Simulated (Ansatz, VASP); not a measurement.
## Re in VASP and in Ansatz

```
Re
1.0
     2.74753    0.00000    0.00000
    -1.37377    2.37943    0.00000
     0.00000    0.00000   28.79770
Re
2
Cartesian
  0.0000 0.0000 9.6264
  0.0000 0.0000 7.3736
```

Alike in both runs: functional PBE; k mesh 9 × 9 × 1; occupations gaussian, width 0.1 eV; no spin polarisation.

Ansatz relaxed the structure, and its values are those at the end. VASP's run is a single point on that final structure, the one shown.

|  | VASP | Ansatz |
| --- | --- | --- |
| version | VASP 6.6.1 | Ansatz 0.2.0 |
| potentials or method | VASP PAW PBE potentials, release 64 (Re) | scalar-relativistic, plane waves, PAW |
| plane-wave cutoff (eV) | 520 | 420 |
| valence electrons in the cell | 14 | 30 |

```tsv
	VASP	Ansatz	Ansatz less VASP
gap on the k mesh at the Fermi level (eV)	none	none	-
rms of the force components (eV/Å)	0.287	0.012	-0.2748
```

A gap of «none» marks a metal or a gap that the smearing closes. One of these differences is far larger than is usual between the two programs; its cause wasn't traced. The two sets of potentials don't hold the same shells in valence.

Spin-orbit coupling is left out, which matters for the levels of Re.
